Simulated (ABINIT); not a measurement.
Write the native input for ABINIT 10.8.3 (patched build) that does the following.

```
Task                                            : equation of state
Functional                                      : PBEsol
Potentials or basis                             : JTH PAW PBE v2.0
Cutoff                                          : 517 eV
k mesh                                          : 10 × 10 × 10
Occupations                                     : fermi-dirac, width 0.05 eV
Spin                                            : no spin polarisation
Fine-grid cutoff                                : 1034.03 eV
Exchange and correlation inside the PAW spheres : full angular mesh (pawxcdev 0, this build's default; the released program takes 1)
```

The system is ZrC.

```
Zr C
1.0
     0.00000    2.36500    2.36500
     2.36500    0.00000    2.36500
     2.36500    2.36500    0.00000
Zr C
1 1
Direct
  0.50000 0.50000 0.50000
  0.00000 0.00000 0.00000
```

These files were run (other wordings do the same):

run.abi

```
ndtset 7
getwfk -1
scalecart1 3*0.9795861087
scalecart2 3*0.9864848297
scalecart3 3*0.9932883884
scalecart4 3*1.0000000000
scalecart5 3*1.0066227096
scalecart6 3*1.0131594038
scalecart7 3*1.0196128224

pp_dirpath "./"
pseudos "Zr.GGA_PBE-JTH.xml, C.GGA_PBE-JTH.xml"

acell 3*1.0
rprim
     0.0000000000     4.4692022847     4.4692022847
     4.4692022847     0.0000000000     4.4692022847
     4.4692022847     4.4692022847     0.0000000000
ntypat 2
znucl 40 6
natom 2
typat 1 2
xred
     0.5000000000     0.5000000000     0.5000000000
     0.0000000000     0.0000000000     0.0000000000

ecut 19.0
pawecutdg 38.0

kptopt 1
ngkpt 10 10 10
nshiftk 1
shiftk 0.0 0.0 0.0

ixc -116133

nband 12
occopt 3
tsmear 0.00183747

nstep 100
tolvrs 1.0e-9

iomode 3
prtwf 1
prtden 0
prteig 0
prtebands 0
enunit 2
```

Potentials or basis: JTH PAW PBE v2.0.

Command:

```bash
$ abinit run.abi > log 2>&1
```

Results of the run:

| Property | Result |
| --- | --- |
| Equilibrium volume | 12.73 Å³/atom |
| Bulk modulus | 235 GPa |
| Pressure derivative of the bulk modulus | 3.9 |

Caveat: pressures at fixed basis lie under the slope of the energies; the PAW data sets were made with another functional, which shifts forces and pressure a little.

It took 86 s on 1 thread of Intel(R) Xeon(R) Platinum 8488C (Sapphire Rapids) (shared host), peak memory 0.14 GiB.
